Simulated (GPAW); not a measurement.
Write an ASE script for GPAW 26.7.0 that does the following.

```
Task                : single point
Functional          : PBE
Potentials or basis : GPAW PAW data sets (gpaw-data 1.2.1)
Cutoff              : 450 eV
Basis               : pw
k mesh              : 12 × 12 × 1
Occupations         : fermi-dirac, width 0.05 eV
Spin                : no spin polarisation
Maxiter             : 150
Dipole layer        : yes
```

Slab: Cu, a slab with vacuum.

```
CELL_PARAMETERS angstrom
2.53076 0.00000 0.00000
-1.26538 2.19171 0.00000
0.00000 0.00000 25.32727
ATOMIC_POSITIONS crystal
Cu 0.66667 0.33333 0.29612
Cu 0.00000 0.00000 0.37767
Cu 0.33333 0.66667 0.45922
Cu 0.00000 0.00000 0.54078
Cu 0.66667 0.33333 0.62233
Cu 0.00000 0.00000 0.70388
```

The cell isn't the ideal one: the (0 0 1) slab of Cu, cut from the database cell, not relaxed.

One way to write it, as run:

run.py

```python
import numpy as np
from ase import Atoms
from ase.dft.bandgap import bandgap
from ase.io import write
from ase.units import Bohr
from gpaw import GPAW, PW
from gpaw.elf import elf_from_dft_calculation

atoms = Atoms(['Cu', 'Cu', 'Cu', 'Cu', 'Cu', 'Cu'],
              cell=[[2.5307640267, 0, 0.0],
                    [-1.2653820133, 2.1917059381, 0.0],
                    [0.0, 0.0, 25.32726885]],
              scaled_positions=[[0.66666667, 0.33333334, 0.2961235198],
                                [0.0, 0.0, 0.3776741119],
                                [0.33333333, 0.66666666, 0.459224704],
                                [0.0, 0.0, 0.540775296],
                                [0.66666667, 0.33333334, 0.6223258881],
                                [0.0, 0.0, 0.7038764802]],
              pbc=True)
atoms.pbc = (True, True, False)

calc = GPAW(mode=PW(450),
            xc='PBE',
            kpts={'size': (12, 12, 1), 'gamma': True},
            occupations={'name': 'fermi-dirac', 'width': 0.05},
            nbands=61,
            convergence={'density': 1e-05, 'energy': 1e-05},
            maxiter=150,
            poissonsolver={'dipolelayer': 'xy'},
            txt='gpaw.txt')
atoms.calc = calc
energy = atoms.get_potential_energy()
forces = atoms.get_forces()
calc.write('gs.gpw')
write('result.traj', atoms)
print(f'Energy: {energy:.6f} eV')
print('Forces (eV/A):')
print(forces.round(4))
print('Fermi level:', round(calc.get_fermi_level(), 4), 'eV')
print(f'Gap: {bandgap(calc)[0]:.4f} eV, direct: {bandgap(calc, direct=True)[0]:.4f} eV')

v = calc.get_electrostatic_potential().mean(axis=(0, 1))
z = np.arange(len(v)) * atoms.cell[2, 2] / len(v)
ef = calc.get_fermi_level()
np.savetxt('planar.dat', np.c_[z, v], fmt='%.4f')
below, above = np.interp([1.5, atoms.cell[2, 2] - 1.5], z, v) - ef
print(f'Work functions: bottom {below:.4f} eV, top {above:.4f} eV')
print('Dipole moment:', *calc.get_dipole_moment().round(5), 'e A')

# fields on the real-space grid
write('density.cube', atoms, data=calc.get_pseudo_density() * Bohr**3)
write('potential.cube', atoms, data=calc.get_electrostatic_potential())
write('elf.cube', atoms, data=elf_from_dft_calculation(calc).data)
```

Potentials or basis: GPAW PAW data sets (gpaw-data 1.2.1), pw.

Run with:

```console
$ OMP_NUM_THREADS=1 python run.py
```

It gave:

```yaml
Largest_force: 0.213 eV/Å
Band_gap_on_the_k_mesh: none (metal or under the smearing width)
Dipole_across_the_slab: 0.00 e·Å
Work_function_of_the_upper_face: 4.68 eV
Work_function_of_the_lower_face: 4.68 eV
```

Wall time 75 s on 1 thread of Intel(R) Xeon(R) 6975P-C (Granite Rapids), on a shared host, peak memory 0.24 GiB.
